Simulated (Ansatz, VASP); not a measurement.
# N: VASP beside Ansatz

The input INCAR:

```
PREC     = Accurate       # precision mode
ENCUT    = 520            # plane-wave cutoff, eV
EDIFF    = 1E-6           # SCF threshold, eV
ISMEAR   = 0              # smearing method
SIGMA    = 0.02           # smearing width, eV
LREAL    = F              # projectors in reciprocal space
LASPH    = T              # aspherical terms in the spheres
NELM     = 80             # most SCF steps
ALGO     = Normal         # electronic algorithm
ISIF     = 2              # what is computed and relaxed
LWAVE    = F              # write WAVECAR
LCHARG   = F              # write CHGCAR
GGA      = PS             # functional
IBRION   = 2              # ionic algorithm
NSW      = 60             # ionic steps
EDIFFG   = -0.008         # ionic threshold
```

Contents of KPOINTS:

```
Automatic mesh
0
Gamma
  6 6 4
```

File POSCAR:

```
N
1.0
    4.3671061469      0.0000000000      0.0000000000
   -2.1835530734      3.7820248642      0.0000000000
    0.0000000000      0.0000000000      7.8671988561
N
4
Direct
    0.3333333333      0.6666666667      0.3212596199
    0.3333333333      0.6666666667      0.1787403801
    0.6666666667      0.3333333333      0.8212596199
    0.6666666667      0.3333333333      0.6787403801
```

Input for Ansatz:

```yaml
crystal:
  lattice:
    - [4.3671061469, 0.0, 0.0]
    - [-2.1835530734, 3.7820248642, 0.0]
    - [0.0, 0.0, 7.8671988561]
  atoms:
    - { symbol: "N", position: [0.3333333333, 0.6666666667, 0.3212596199] }
    - { symbol: "N", position: [0.3333333333, 0.6666666667, 0.1787403801] }
    - { symbol: "N", position: [0.6666666667, 0.3333333333, 0.8212596199] }
    - { symbol: "N", position: [0.6666666667, 0.3333333333, 0.6787403801] }
basis:
  ecutwfc: 420
kpoints:
  mp_grid: { grid: [6, 6, 4] }
hamiltonian:
  xc: pbesol
scf:
  occupations: { method: gaussian, width: 0.02 }
output:
  forces: true
  stress: true
  eigenvalues: true
relax:
  adjacent_minimum: "off"
  f_tol: 0.008
  max_steps: 40
```

Change from the starting cell: strain along c alone, the other axes held, atoms relaxed: +6.0 %.

Alike in both runs: task relaxation of the atoms; functional PBEsol; k mesh 6 × 6 × 4; occupations gaussian, width 0.02 eV; no spin polarisation.

|  | VASP | Ansatz |
| --- | --- | --- |
| version | VASP 6.6.1 | Ansatz 0.2.0 |
| potentials or method | VASP PAW PBE potentials, release 64 (N) | scalar-relativistic, plane waves, PAW |
| plane-wave cutoff (eV) | 520 | 420 |
| valence electrons in the cell | 20 | 20 |

Ansatz gave:

- gap on the k mesh at the Fermi level, each at its own relaxed structure (eV): 7.57
- energy change over the relaxation (meV/atom): -15

Which values does VASP return?

gap on the k mesh at the Fermi level, each at its own relaxed structure (eV): 7.39; energy change over the relaxation (meV/atom): -3.

Ansatz warned: «stress_scf_threshold_loose».

Caveats: the standard files for N, O and F lose accuracy on very short bonds. A k mesh can miss the band edges.
